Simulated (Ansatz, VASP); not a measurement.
**One calculation of NaF, two programs**

Contents of INCAR:

```
SYSTEM = NaF
PREC = Accurate ; ENCUT = 520
EDIFF = 1E-7 ; ISMEAR = 0
SIGMA = 0.02 ; LREAL = .FALSE.
LASPH = .TRUE. ; NELM = 80
ALGO = Normal ; ISIF = 2
LWAVE = .FALSE. ; LCHARG = .FALSE.
GGA = PE ; NBANDS = 14
```

Contents of KPOINTS:

```
Automatic mesh
0
G
  10 10 10
  0 0 0
```

POSCAR

```
NaF
1.0
    0.0000000000      1.9525117146      1.9525117146
    1.9525117146      0.0000000000      1.9525117146
    1.9525117146      1.9525117146      0.0000000000
Na F
1 1
Direct
    0.0000000000      0.0000000000      0.0000000000
    0.5000000000      0.5000000000      0.5000000000
```

Input for Ansatz:

```yaml
crystal:
  lattice:
    - [0.0, 1.9525117146, 1.9525117146]
    - [1.9525117146, 0.0, 1.9525117146]
    - [1.9525117146, 1.9525117146, 0.0]
  atoms:
    - { symbol: Na, position: [0.0, 0.0, 0.0] }
    - { symbol: F, position: [0.5, 0.5, 0.5] }
basis:
  ecutwfc: 420
kpoints:
  mp_grid: { grid: [10, 10, 10] }
  band_path: { path: [VBM, CBM], npoints: 2 }
hamiltonian:
  xc: pbe
scf:
  occupations: { method: gaussian, width: 0.02 }
output:
  forces: true
  stress: true
  eigenvalues: true
checkpoint:
  read: start.run
  write: ck
  compress: false
  write_wavefunctions: false
  write_every: 100000
```

Alike in both runs: task single point; functional PBE; k mesh 10 × 10 × 10; occupations gaussian, width 0.02 eV; no spin polarisation.

|  | VASP | Ansatz |
| --- | --- | --- |
| version | VASP 6.6.1 | Ansatz 0.2.0 |
| potentials or method | VASP PAW PBE potentials, release 64 (Na_pv, F) | scalar-relativistic, plane waves, PAW |
| plane-wave cutoff (eV) | 520 | 420 |
| valence electrons in the cell | 14 | 16 |

```csv
,VASP,Ansatz,Ansatz less VASP
gap on the k mesh at the Fermi level (eV),10.21,10.24,+0.032
least direct gap on the mesh (eV),10.21,10.24,+0.032
```

The functional is the same, so the differences come from potentials, cutoffs and numerics. The two sets of potentials don't hold the same shells in valence.

 A k mesh can miss the band edges. As with any semilocal functional, this PBE gap is likely too small.
